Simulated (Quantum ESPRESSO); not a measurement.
# SnSe in Quantum ESPRESSO: the effect of target pressure

Crystal: SnSe.

```
Sn Se
1.0
     0.00000    3.01000    3.01000
     3.01000    0.00000    3.01000
     3.01000    3.01000    0.00000
Sn Se
1 1
Direct
  0.00000 0.00000 0.00000
  0.50000 0.50000 0.50000
```

Measurements of this composition are mostly on another form, of space group No. 62.

Alike in all runs:

| Item | Value |
| --- | --- |
| Program | Quantum ESPRESSO 7.5 |
| Task | relaxation of cell and atoms |
| Functional | LDA |
| Potentials or basis | SSSP 1.3 efficiency PBE |
| Cutoff | 939 eV |
| Density cutoff | 7510 eV |
| k mesh | 8 × 8 × 8 |
| Occupations | fermi-dirac, width 0.05 eV |
| Spin | no spin polarisation |

Each run relaxes the cell or the atoms first.

| target pressure | relaxed volume (Å³/atom) | gap on the mesh (eV) |
| --- | --- | --- |
| 0 GPa | ? | ? |
| 2 GPa | 24.85 | 0.73 |
| 5 GPa | 23.87 | 0.67 |
| 10 GPa | 22.61 | 0.58 |
| 20 GPa | 20.80 | 0.43 |
| 30 GPa | 19.47 | 0.20 |

Question: What does the run with target pressure 0 GPa give?

Answer: Relaxed volume 25.62 Å³/atom; gap on the mesh 0.77 eV.

Worked out: In Murnaghan's law V^(-B') rises as a straight line in P. The other rows fit best with B' = 3.6, V0 = 25.57 Å³/atom and B0 = 65 GPa, which gives 25.57 Å³/atom at 0 GPa, against the run's 25.62. A parabola through the other rows of the gap on the mesh, of slope -0.0139 eV per GPa there, extrapolates to 0.75 eV, against the run's 0.77.

Caveats: the potentials were made for another functional, which shifts forces and pressure; spin-orbit coupling is left out, which moves the levels of the heavy elements; the volume moved by over 15 % at a fixed basis, so the end points are rough (some runs).

A k mesh can miss the band edges.
